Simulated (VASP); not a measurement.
**VASP inputs for PbSe (strained rocksalt)**

INCAR

```
EDIFF = 1E-7
ISMEAR = -1
PREC = Accurate
ENCUT = 520
LASPH = .TRUE.
LREAL = .FALSE.
GGA = PE
IBRION = -1
ISIF = 2
NELM = 120
NBANDS = 17
NSW = 0
LCHARG = .FALSE.
SIGMA = 0.02
LWAVE = .FALSE.
```

KPOINTS

```
KPOINTS created by Atomic Simulation Environment
0
Gamma
8 8 8
0 0 0
```

KPOINTS_OPT

```
special points
7
Reciprocal
0.0000000000 0.0000000000 0.0000000000 1
0.5000000000 0.0000000000 0.5000000000 1
0.6250000000 0.2500000000 0.6250000000 1
0.3750000000 0.3750000000 0.7500000000 1
0.5000000000 0.5000000000 0.5000000000 1
0.5000000000 0.2500000000 0.7500000000 1
-0.0209960000 -0.0185550000 0.4877930000 1
```

POSCAR

```
Pb Se
 1.0000000000000000
     0.0000000000000000    2.9589767269000000    2.9589767269000000
     2.9589767269000000    0.0000000000000000    2.9589767269000000
     2.9589767269000000    2.9589767269000000    0.0000000000000000
 Pb  Se
   1   1
Cartesian
  0.0000000000000000  0.0000000000000000  0.0000000000000000
  2.9589767269000000  2.9589767269000000  2.9589767269000000
```

VASP ran with the recommended PBE PAW datasets (20 valence electrons in the cell).

Task: What does this run give?

Result: gap between bands v and c 0.01 eV; least direct gap 0.01 eV; pressure 9.4 GPa.

Band v is the last that the valence electrons fill when counted band by band, and c is the next. Levels in eV from the top of v:

| point | v−1 | v | c | c+1 |
| --- | --- | --- | --- | --- |
| Γ | -2.42 | -2.42 | 4.88 | 4.88 |
| X | -3.96 | -3.96 | 3.18 | 5.95 |
| K | -3.39 | -2.87 | 3.34 | 4.10 |
| L | -1.93 | -0.03 | 0.06 | 1.40 |
| W | -5.09 | -1.03 | 1.75 | 4.89 |
